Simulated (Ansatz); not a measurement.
The system is CdF2.

```
CELL_PARAMETERS angstrom
0.00000 2.69400 2.69400
2.69400 0.00000 2.69400
2.69400 2.69400 0.00000
ATOMIC_POSITIONS crystal
Cd 0.00000 0.00000 0.00000
F 0.75000 0.75000 0.75000
F 0.25000 0.25000 0.25000
```

Base run:

```yaml
Program: Ansatz 0.2.0
Functional: PBE0
Potentials_or_basis: Ansatz PAW
Cutoff: "420 eV (not typed: the program's choice for these potentials)"
k_mesh: 5 × 5 × 5
Occupations: fermi-dirac, width 0.05 eV
Spin: no spin polarisation
```

Its results: band gap on the k mesh 6.05 eV, indirect (least direct gap 6.54 eV); pressure 1.5 GPa.

Question: The run is repeated on the same cell with these changes: functional from PBE0 to BLYP. What comes out?

Answer: Band gap on the k mesh 3.23 eV, indirect (least direct gap 3.63 eV); pressure 8.6 GPa.

PBE0 gives the wider gap, since exact exchange removes part of the self-interaction.

Caveats: the k mesh misses the band edges, so the gap on the mesh is wider than the one along the path; the PAW data sets come from PBE, with cores solved anew for the run's functional, which leaves a small shift of forces and pressure; the thresholds are loose for stress (some runs).
